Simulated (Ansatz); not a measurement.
# LiF: equation of state

One table from this session's results is given with a row withheld; the runs are named, their logs left out.

Computed with Ansatz 0.2.0 (DFT LDA, scalar-relativistic, unless a step's input says otherwise).

**The system as given**

Symmetry: Fm-3m, No. 225, cubic system. Conventional cell: a = 4.028 Å, b = 4.028 Å, c = 4.028 Å, α = 90.00°, β = 90.00°, γ = 90.00°. Li (site symmetry m-3m) has 6 F at 2.01 Å as nearest neighbours. Around F (site symmetry m-3m) lie 6 Li at 2.01 Å.

As a file:

```xyz
2
Lattice="0.0000 2.0140 2.0140 2.0140 0.0000 2.0140 2.0140 2.0140 0.0000" Properties=species:S:1:pos:R:3 pbc="T T T"
Li    0.0000    0.0000    0.0000
F     2.0140    2.0140    2.0140
```

Atoms are numbered in the order of the input: Li1, F2.

Set-up of the first run:

File input.yaml:

```yaml
crystal:
  lattice:
    - [0.0, 1.972886423, 1.972886423]
    - [1.972886423, 0.0, 1.972886423]
    - [1.972886423, 1.972886423, 0.0]
  atoms:
    - { symbol: Li, position: [0.0, 0.0, 0.0] }
    - { symbol: F, position: [0.5, 0.5, 0.5] }
kpoints:
  mp_grid: { grid: [10, 10, 10] }
  band_path:
    path:
      - [0.0, 0.0, 0.0]
      - [0.5, 0.0, 0.5]
      - [0.625, 0.25, 0.625]
      - [0.375, 0.375, 0.75]
      - [0.0, 0.0, 0.0]
      - [0.5, 0.5, 0.5]
      - [0.5, 0.25, 0.75]
      - [0.5, 0.0, 0.5]
    npoints: 5
scf:
  occupations: { method: fermi_dirac, width: 0.03 }
hamiltonian:
  xc: lda
  pseudopotentials: { kind: all_electron, lapw: { basis_error: 0.001 } }
output:
  forces: true
  stress: true
  eigenvalues: true
```

On the command line:

```bash
$ ansatz run input.yaml --threads 1 --pin off --max-ram 3072MiB --backend cpu --events-out ev --progress --plain --runs-dir out
```

Steps of the session up to this table: Volume × 0.94, LAPW; Volume × 0.94, PAW; Volume × 0.94, crystal datasets; Volume × 0.98, LAPW; Volume × 0.98, PAW; Volume × 0.98, crystal datasets; Volume × 1.01, LAPW; Volume × 1.01, PAW; Volume × 1.01, crystal datasets; Volume × 1.04, LAPW; Volume × 1.04, PAW; Volume × 1.04, crystal datasets.

One of the session's tables, all rows but one given; the rest of the session is left out.

```
          method  volume (Å³/atom)  pressure (GPa)  gap on the k mesh (eV)
            LAPW             7.679           -2.22                    9.40
            LAPW             8.006           -5.15                    9.00
            LAPW             8.251           -6.95                    8.73
            LAPW             8.496           -8.46                    8.48
             PAW             7.679           -2.31                    9.42
             PAW             8.006               ?                       ?
             PAW             8.251           -7.02                    8.75
             PAW             8.496           -8.53                    8.50
crystal datasets             7.679           -2.22                    9.40
crystal datasets             8.006           -5.16                    9.00
crystal datasets             8.251           -6.95                    8.73
crystal datasets             8.496           -8.46                    8.48
```

Q: Estimate the row for PAW, 8.006 from the others.

**Answer.** pressure (GPa): -5.23; gap on the k mesh (eV): 9.03. In the column «pressure (GPa)» it lies between crystal datasets, 8.251 (-6.95) and crystal datasets, 8.006 (-5.16).

Caveats from the session: Warnings in the runs' records: crystal datasets made.
